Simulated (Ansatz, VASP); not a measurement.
## One calculation of BaZrO3, two programs

```xyz
5
Lattice="4.2052 0.0000 0.0000 0.0000 4.2052 0.0000 0.0000 0.0000 4.2052" Properties=species:S:1:pos:R:3 pbc="T T T"
Ba    2.1026    2.1026    2.1026
Zr    0.0000    0.0000    0.0000
O     2.1026    0.0000    0.0000
O     0.0000    2.1026    0.0000
O     0.0000    0.0000    2.1026
```

Alike in both runs: task single point; functional PBE; k mesh 4 × 4 × 4; occupations gaussian, width 0.1 eV; no spin polarisation.

```csv
,VASP,Ansatz
version,VASP 6.6.1,Ansatz 0.2.0
potentials or method,"VASP PAW PBE potentials, release 64 (Ba_sv, Zr_sv, O)","scalar-relativistic, plane waves, PAW"
plane-wave cutoff (eV),520,420
valence electrons in the cell,40,40
```

VASP gave:

* gap on the k mesh at the Fermi level (eV): 3.16
* least direct gap on the mesh (eV): 3.40
* pressure (GPa): 3.5

Question: Which values does Ansatz return?

Answer: gap on the k mesh at the Fermi level (eV): 3.21; least direct gap on the mesh (eV): 3.42; pressure (GPa): 2.4.

Caveats: spin-orbit coupling is left out, which moves the levels of the heavy elements. PBE gaps usually lie below the measured ones, often by a third to a half. A k mesh can miss the band edges.
